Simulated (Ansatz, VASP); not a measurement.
# One calculation of GaN, two programs

Contents of POSCAR:

```
GaN
1.0
    0.0000000000      2.1293929825      2.1293929825
    2.1293929825      0.0000000000      2.1293929825
    2.1293929825      2.1293929825      0.0000000000
Ga N
1 1
Direct
    0.0000000000      0.0000000000      0.0000000000
    0.5000000000      0.5000000000      0.5000000000
```

The input INCAR.step1:

```
PREC     = Accurate       # precision mode
ENCUT    = 520            # plane-wave cutoff, eV
ISMEAR   = 0              # smearing method
SIGMA    = 0.01           # smearing width, eV
LREAL    = False          # projectors in reciprocal space
LASPH    = True           # aspherical terms in the spheres
NELM     = 60             # most SCF steps
NBANDS   = 16             # bands
GGA      = PE             # functional
ALGO     = Normal         # electronic algorithm
EDIFF    = 1E-4           # SCF threshold, eV
LWAVE    = True           # write WAVECAR
LCHARG   = False          # write CHGCAR
```

The input INCAR.step2:

```
PREC     = Accurate       # precision mode
ENCUT    = 520            # plane-wave cutoff, eV
EDIFF    = 1E-7           # SCF threshold, eV
ISMEAR   = 0              # smearing method
SIGMA    = 0.01           # smearing width, eV
LREAL    = False          # projectors in reciprocal space
LASPH    = True           # aspherical terms in the spheres
NELM     = 60             # most SCF steps
ALGO     = Normal         # electronic algorithm
ISIF     = 2              # what is computed and relaxed
LWAVE    = False          # write WAVECAR
LCHARG   = True           # write CHGCAR
METAGGA  = R2SCAN         # meta-GGA
LMIXTAU  = True         
LELF     = True           # ELF
LVHAR    = True         
NBANDS   = 16             # bands
ISTART   = 1
```

KPOINTS

```
Automatic mesh
0
Gamma
  8 8 8
```

Input for Ansatz:

```yaml
crystal:
  lattice:
    - [0.0, 2.1293929825, 2.1293929825]
    - [2.1293929825, 0.0, 2.1293929825]
    - [2.1293929825, 2.1293929825, 0.0]
  atoms:
    - { symbol: Ga, position: [0.0, 0.0, 0.0] }
    - { symbol: "N", position: [0.5, 0.5, 0.5] }
kpoints:
  mp_grid: { grid: [8, 8, 8] }
hamiltonian:
  xc: r2scan
scf:
  occupations: { method: fixed }
  n_extra_bands: 4
output:
  forces: true
  stress: true
  eigenvalues: true
```

Alike in both runs: task single point; functional r2SCAN; k mesh 8 × 8 × 8; no spin polarisation.

```csv
,VASP,Ansatz
version,VASP 6.6.1,Ansatz 0.2.0
potentials or method,"VASP PAW PBE potentials, release 64 (Ga_d, N)","plane waves, PAW"
plane-wave cutoff (eV),520,500
occupations,"gaussian, width 0.01 eV",fixed
valence electrons in the cell,18,18
```

```tsv
	VASP	Ansatz	Ansatz less VASP
gap on the k mesh at the Fermi level (eV)	0.97	0.99	+0.021
pressure (GPa)	-5.6	-6.8	-1.15
```

Caveats: the PAW data sets were made with another functional, which shifts forces and pressure a little (VASP). r2SCAN opens gaps a little over a GGA but as a rule still falls short of measured ones. A k mesh can miss the band edges.
